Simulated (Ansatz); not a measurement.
## Hf: one input, then a changed one

The structure comes from a relaxation in the same program, started in the diamond type. Whether it is a known phase or the ground state wasn't checked. The listed cell was then made from it by scaling, straining or moving an atom.

First run: DFT, PBE, all-electron LAPW, scalar-relativistic (Ansatz 0.2.0).

Command: `ansatz run input.yaml --threads 1 --pin off --max-ram 2048MiB --backend cpu --events-out ev --progress --plain --runs-dir out` The run took 73 s on 1 thread of Intel(R) Xeon(R) 6975P-C (Granite Rapids), with other jobs on the host.

```yaml
crystal:
  lattice:
    - [0.0245252772, 3.2700369591, 3.2700369591]
    - [3.2700369591, 0.0245252772, 3.2700369591]
    - [3.2945622363, 3.2945622363, 0.0]
  atoms:
    - { symbol: Hf, position: [0.0, 0.0, 0.0] }
    - { symbol: Hf, position: [0.25, 0.25, 0.25] }
kpoints:
  mp_grid: { grid: [10, 10, 10] }
scf:
  occupations: { method: fermi_dirac, width: 0.03 }
hamiltonian:
  xc: pbe
  pseudopotentials: { kind: all_electron, lapw: { basis_error: 0.0005 } }
output:
  forces: true
  stress: true
  eigenvalues: true
```

Result: converged; pressure 0.00 GPa; largest force 0.161 eV/Å; no gap on the k mesh; 9 SCF iterations.

No spin–orbit coupling, which matters for the heavy atoms here.

A second input differs as follows:

```diff
@@ -8,7 +8,8 @@
     - { symbol: Hf, position: [0.25, 0.25, 0.25] }
 kpoints:
-  mp_grid: { grid: [10, 10, 10] }
+  mp_grid: { grid: [10, 10, 10], kspacing: 0.3 }
 scf:
   occupations: { method: fermi_dirac, width: 0.03 }
+  max_iter: 60
 hamiltonian:
   xc: pbe
```

Q: What is wrong with it, and what does the program do?

A: The fault is a mesh with a zero or a mesh and a spacing. The run refused before any iteration. The log ends:
```
Error: invalid value for `kpoints.mp_grid.kspacing`: mutually exclusive with `grid` — set one or the other
```
